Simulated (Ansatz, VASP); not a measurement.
BAs: VASP beside Ansatz

```xyz
2
Lattice="0.0000 2.0685 2.0685 2.0685 0.0000 2.0685 2.0685 2.0685 0.0000" Properties=species:S:1:pos:R:3 pbc="T T T"
B     0.0000    0.0000    0.0000
As    2.0685    2.0685    2.0685
```

Change from the starting cell: volume scaled by 0.72, LAPW.

Alike in both runs: task single point; functional PBE; k mesh 15 × 15 × 15; occupations fermi-dirac, width 0.08 eV; no spin polarisation.

|  | VASP | Ansatz |
| --- | --- | --- |
| version | VASP 6.6.1 | Ansatz 0.2.0 |
| potentials or method | VASP PAW PBE potentials, release 64 (B, As), cutoff 520 eV | all-electron LAPW, scalar-relativistic |

Ansatz gave:

```
pressure (GPa) : 83.7
```

Question: Estimate VASP's values.

Answer: Pressure (GPa): 85.9.

Ansatz ran all-electron here, so the differences hold the error of VASP's frozen core and of both bases.

Caveats: the cell as given lies far from equilibrium; so large a pressure means that the cell lies far from this level's equilibrium, or that cutoff or potentials fall short (VASP).
